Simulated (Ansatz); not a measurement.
Property card for Sn

All numbers below come from DFT PBE, scalar-relativistic, plane waves, PAW (Ansatz).

Settings: cutoff 420 eV, Γ-centred mesh 6×6×8 on the computed 6-atom cell, Gaussian smearing of 0.10 eV; no spin polarisation.

The structure is relaxed at this level of theory with its symmetry kept, and needn't be the ground state of this composition.

```
Sn
1.0
     7.37724    0.00000    0.00000
    -3.68862    6.38887    0.00000
     0.00000    0.00000    4.58012
Sn
6
Cartesian
  2.2849 3.9575 0.7634
  2.8075 0.0000 2.2901
  -1.4038 2.4314 3.8168
  -2.2849 3.9575 1.5267
  1.4038 2.4314 3.0534
  4.5697 0.0000 0.0000
```

Question: Energy over the standard state (uncorrected)?

Answer: +0.085 eV/atom.

Question: Kohn–Sham band gap?

Answer: zero, with almost no states at the Fermi level.

Question: Density of states at the Fermi level?

Answer: 0.0 states/eV per cell.

Question: Orbital (Löwdin) character within 0.5 eV of the Fermi level?

Answer: Sn 5p 74 %, Sn 5s 23 %.

Question: Bader charge by site (e)?

Answer: Sn (6 in the cell) 0.00.

The cell was found from a structure generator's guess, not taken from experiment. Löwdin shares on free-atom orbitals overweight diffuse shells.
